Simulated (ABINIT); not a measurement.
## Pt: equation of state with PBEsol

Crystal: Pt.

```
CELL_PARAMETERS angstrom
-1.58422 1.58422 1.58422
1.58422 -1.58422 1.58422
1.58422 1.58422 -1.58422
ATOMIC_POSITIONS crystal
Pt 0.00000 0.00000 0.00000
```

This isn't the form of Pt at room conditions, which is fcc.

| Quantity | Value |
| --- | --- |
| Program | ABINIT 10.8.3 (patched build) |
| Task | equation of state |
| Functional | PBEsol |
| Potentials or basis | JTH PAW PBE v2.0 |
| Cutoff | 435 eV |
| k mesh | 12 × 12 × 12 |
| Occupations | fermi-dirac, width 0.05 eV |
| Spin | no spin polarisation |
| Fine-grid cutoff | 870.764 eV |

| Property | Result |
| --- | --- |
| Equilibrium volume | 15.28 Å³/atom |
| Bulk modulus | 278 GPa |
| Pressure derivative of the bulk modulus | 5.4 |

Energy against volume, from the lowest point:
```tsv
volume (Å³/atom)	energy (meV/atom)
14.950	6.44
15.268	0.00
15.586	5.10
15.904	20.29
16.222	44.32
16.540	76.08
16.858	114.56
```

It took 81 s on 1 thread of Intel(R) Xeon(R) Platinum 8488C (Sapphire Rapids), with other jobs on the host, peak memory 0.13 GiB.

Caveat: pressures at fixed basis lie under the slope of the energies; the PAW data sets were made with another functional, which shifts forces and pressure a little. Spin-orbit coupling is left out, which matters for the levels of Pt.
